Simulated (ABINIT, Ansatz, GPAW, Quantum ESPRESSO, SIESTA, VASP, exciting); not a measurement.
**Pd: programs and potentials compared**

```
Pd
1.0
    -0.01113    1.95522    1.94186
     1.97107    0.00634    1.92440
     1.96444    1.93112    0.01297
Pd
1
Direct
  0.02384 0.98301 0.99703
```

The given cell was strained at random by a few per cent at fixed volume.

Alike in all runs: task single point; functional PBE; k mesh 12 × 12 × 12; occupations fermi-dirac, width 0.05 eV; no spin polarisation; no spin-orbit coupling. Pressure is positive in compression and, in plane waves, holds the error of the finite cutoff, which Ansatz's Pulay term estimates and takes out.

```json
{"program and potentials": "SIESTA, files PseudoDojo sr-pbe-0.4.1-standard, DZP (energy shift 0.003 Ry; two zetas on semicore shells)", "plane-wave cutoff (eV)": "-", "notes": "atomic basis; 18 valence electrons an atom on average", "band gap (eV)": "no gap", "pressure (GPa)": "7.58", "energy over the undisturbed cell (meV/atom)": "1.96"}
{"program and potentials": "Ansatz, Ansatz PAW (earlier soft set)", "plane-wave cutoff (eV)": "420", "notes": "18 valence electrons an atom on average; Pulay term of +0.06 GPa included", "band gap (eV)": "no gap", "pressure (GPa)": "7.01", "energy over the undisturbed cell (meV/atom)": "1.80"}
{"program and potentials": "Quantum ESPRESSO, SSSP 1.3 efficiency PBE", "plane-wave cutoff (eV)": "816", "notes": "18 valence electrons an atom on average", "band gap (eV)": "no gap", "pressure (GPa)": "6.84", "energy over the undisturbed cell (meV/atom)": "1.84"}
{"program and potentials": "ABINIT, JTH PAW PBE v2.0", "plane-wave cutoff (eV)": "599", "notes": "18 valence electrons an atom on average", "band gap (eV)": "no gap", "pressure (GPa)": "6.71", "energy over the undisturbed cell (meV/atom)": "1.62"}
{"program and potentials": "Ansatz, all-electron LAPW, scalar-relativistic", "plane-wave cutoff (eV)": "-", "notes": "-", "band gap (eV)": "no gap", "pressure (GPa)": "6.92", "energy over the undisturbed cell (meV/atom)": "-"}
{"program and potentials": "VASP, PBE PAW files Pd, 520 eV", "plane-wave cutoff (eV)": "520", "notes": "10 valence electrons an atom on average", "band gap (eV)": "no gap", "pressure (GPa)": "6.67", "energy over the undisturbed cell (meV/atom)": "-"}
{"program and potentials": "exciting, all-electron LAPW+lo, shipped species files, valence relativity iora*", "plane-wave cutoff (eV)": "-", "notes": "-", "band gap (eV)": "no gap", "pressure (GPa)": "-", "energy over the undisturbed cell (meV/atom)": "1.79"}
{"program and potentials": "GPAW, GPAW PAW data sets (gpaw-data 1.2.1)", "plane-wave cutoff (eV)": "600", "notes": "16 valence electrons an atom on average", "band gap (eV)": "no gap", "pressure (GPa)": "6.98", "energy over the undisturbed cell (meV/atom)": "1.79"}
```

None finds a gap. The pressure spans 6.67 (VASP, PBE PAW files Pd, 520 eV) to 7.58 GPa (SIESTA, files PseudoDojo sr-pbe-0.4.1-standard, DZP (energy shift 0.003 Ry; two zetas on semicore shells)), with all-electron results at 6.92. Rows in atomic bases carry the error of their basis and grid, which can be large.

Differences between rows come from potentials, basis sets and numerical settings, since the functional is the same but for its coding. Runs on potential files found faulty are left out.
